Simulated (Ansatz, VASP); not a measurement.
# Ba in VASP and in Ansatz

INCAR

```
SYSTEM = Ba
PREC = Accurate
ENCUT = 520
EDIFF = 1E-6
ISMEAR = 0
SIGMA = 0.15
LREAL = .FALSE.
LASPH = .TRUE.
NELM = 100
ALGO = Normal
ISIF = 2
LWAVE = .FALSE.
LCHARG = .FALSE.
GGA = PE
NBANDS = 17
```

Contents of KPOINTS:

```
Automatic mesh
0
G
  9 9 12
  0 0 0
```

File POSCAR:

```
Ba
1.0
    6.7162243905      0.0000000000      0.0000000000
   -3.3581121953      5.8164209397      0.0000000000
    0.0000000000      0.0000000000      3.5966420660
Ba
2
Direct
    0.3333333333      0.6666666667      0.5000000000
    0.6666666667      0.3333333333      0.5000000000
```

Input for Ansatz:

```yaml
crystal:
  lattice:
    - [6.7162243905, 0.0, 0.0]
    - [-3.3581121953, 5.8164209397, 0.0]
    - [0.0, 0.0, 3.596642066]
  atoms:
    - { symbol: Ba, position: [0.3333333333, 0.6666666667, 0.5] }
    - { symbol: Ba, position: [0.6666666667, 0.3333333333, 0.5] }
basis:
  ecutwfc: 420
kpoints:
  mp_grid: { grid: [9, 9, 12] }
hamiltonian:
  xc: pbe
scf:
  occupations: { method: gaussian, width: 0.15 }
output:
  forces: true
  stress: true
  eigenvalues: true
```

Change from the starting cell: strain -0.040 along x and y, -0.080 along z, atoms carried along.

Alike in both runs: task single point; functional PBE; k mesh 9 × 9 × 12; occupations gaussian, width 0.15 eV; no spin polarisation.

|  | VASP | Ansatz |
| --- | --- | --- |
| version | VASP 6.6.1 | Ansatz 0.2.0 |
| potentials or method | VASP PAW PBE potentials, release 64 (Ba_sv) | scalar-relativistic, plane waves, PAW |
| plane-wave cutoff (eV) | 520 | 420 |
| valence electrons in the cell | 20 | 20 |

```tsv
	VASP	Ansatz	Ansatz less VASP
gap on the k mesh at the Fermi level (eV)	none	none	-
pressure (GPa)	1.0	0.8	-0.16
largest component of the traceless stress (GPa)	1.23	1.13	-0.100
```

A gap of «none» marks a metal or a gap that the smearing closes.

Spin-orbit coupling is left out, which matters for the levels of Ba.
